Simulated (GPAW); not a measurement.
**Pb: single point with LDA**

The system is Pb.

```
Pb
1.0
    -1.97966    1.97966    1.97966
     1.97966   -1.97966    1.97966
     1.97966    1.97966   -1.97966
Pb
1
Cartesian
  0.0000 0.0000 0.0000
```

This isn't the form of Pb at room conditions, which is fcc.

- Program: GPAW 26.7.0
- Task: single point
- Functional: LDA
- Potentials or basis: the program's PAW data sets (release 1.2.1) made for this functional
- Cutoff: 600 eV
- Basis: pw
- k mesh: 9 × 9 × 9
- Occupations: gaussian, width 0.1 eV
- Spin: no spin polarisation

* Pressure: -3.7 GPa
* Band gap on the k mesh: none (metal or under the smearing width)

Levels at points of the mesh, in eV from the Fermi level:
| k point | band 3 | band 4 | band 5 | band 6 | band 7 | band 8 | band 9 | band 10 |
| --- | --- | --- | --- | --- | --- | --- | --- | --- |
| (0.00, 0.00, 0.00) | -17.05 | -16.82 | -16.82 | -11.63 | 7.26 | 7.26 | 7.26 | 11.20 |

Run time: 5.5 s on 1 thread of Arm Neoverse V2, on a shared host, peak memory 0.14 GiB.

Spin-orbit coupling is left out, which matters for the levels of Pb.
